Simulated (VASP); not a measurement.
Write the native input for VASP 6.6.1 that does the following.

```yaml
Task: optical spectrum
Functional: PBE
Potentials_or_basis: VASP PAW PBE potentials, release 64 (Zr_sv, Se)
Cutoff: 520 eV
k_mesh: 9 × 9 × 5
Occupations: gaussian, width 0.03 eV
Spin: no spin polarisation
Further_INCAR_settings: ALGO = Normal; EDIFF = 1e-07; NBANDS = 60
```

The structure of ZrSe2 lies in POSCAR:

```
ZrSe2                                   
1.0
    3.7385421888      0.0000000000     -0.0000000000
   -1.8692710944      3.2376725087      0.0000000000
    0.0000000000     -0.0000000000      6.0321894018
  Zr              Se            
     1     2
Direct
     0.0000000000000000    0.0000000000000000    0.0000000000000000
     0.3333333332999970    0.6666666667000030    0.2650002634785272
     0.6666666667000030    0.3333333332999970    0.7349997365214729
```

One way to write it, as run:

INCAR

```
PREC = Accurate
ENCUT = 520
EDIFF = 1E-7
ISMEAR = 0
SIGMA = 0.03
LREAL = F
LASPH = T
NELM = 80
ALGO = Normal
ISIF = 2
LWAVE = F
LCHARG = F
GGA = PE
LOPTICS = T
NBANDS = 60
NEDOS = 2000
CSHIFT = 0.1
KPAR = 2
```

KPOINTS

```
Automatic mesh
0
Gamma
  9 9 5
```

Potentials or basis: VASP PAW PBE potentials, release 64 (Zr_sv, Se).

Run with:

```sh
$ cat potpaw_PBE.64/Zr_sv/POTCAR potpaw_PBE.64/Se/POTCAR > POTCAR
$ mpirun -np 2 vasp_std > vasp.out
```

Results of the run:

```
Pressure               : 2.8 GPa
Largest force          : 0.015 eV/Å
Band gap on the k mesh : 0.05 eV, indirect (least direct gap 0.94 eV)
```

Caveat: spectra need much finer meshes, so this one isn't converged; independent-particle spectra lack excitons; an odd mesh through Γ misses points on the zone boundary, where band edges often lie.

Wall time 61 s on 2 MPI ranks on Intel(R) Xeon(R) Platinum 8488C (Sapphire Rapids), on a shared host, peak memory 0.37 GiB a rank.
